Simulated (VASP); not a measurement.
Ca:

```
Ca
1.0
     0.00000    8.38260    8.38260
     8.38260    0.00000    8.38260
     8.38260    8.38260    0.00000
Ca
27
Cartesian
  0.0000 0.0000 0.0000
  2.7942 2.7942 0.0000
  5.5884 5.5884 0.0000
  2.7942 0.0000 2.7942
  5.5884 2.7942 2.7942
  8.3826 5.5884 2.7942
  5.5884 0.0000 5.5884
  8.3826 2.7942 5.5884
  11.1768 5.5884 5.5884
  0.0000 2.7942 2.7942
  2.7942 5.5884 2.7942
  5.5884 8.3826 2.7942
  2.7942 2.7942 5.5884
  5.5884 5.5884 5.5884
  8.3826 8.3826 5.5884
  5.5884 2.7942 8.3826
  8.3826 5.5884 8.3826
  11.1768 8.3826 8.3826
  0.0000 5.5884 5.5884
  2.7942 8.3826 5.5884
  5.5884 11.1768 5.5884
  2.7942 5.5884 8.3826
  5.5884 8.3826 8.3826
  8.3826 11.1768 8.3826
  5.5884 5.5884 11.1768
  8.3826 8.3826 11.1768
  11.1768 11.1768 11.1768
```

* Program: VASP 6.6.1
* Task: phonon dispersion
* Functional: PBEsol
* Potentials or basis: VASP PAW PBE potentials, release 64 (Ca_sv)
* Cutoff: 520 eV
* k mesh: 3 × 3 × 3
* Occupations: methfessel-paxton, width 0.1 eV
* Spin: no spin polarisation
* Long-range dipole term: no
* Supercell matrix: [3, 0, 0, 0, 3, 0, 0, 0, 3]
* Further INCAR settings: LREAL = Auto; ALGO = Normal; EDIFF = 1e-07; IBRION = 6; POTIM = 0.015; NSW = 1

**Question.** Is this structure dynamically stable at this level, and how far does the spectrum reach?

**Answer.** Yes, as far as this q mesh shows: no mode on the path is imaginary. The highest frequency is 158 cm⁻¹.

Phonon frequencies at the corners of the path (cm⁻¹, interpolated; i marks imaginary ones):
```csv
point,frequencies
Γ,0 0 0
X,121 121 158
W,105 138 138
K,107 126 145
L,71 71 141
U,107 126 145
```

A q mesh this small can miss soft modes between its points.
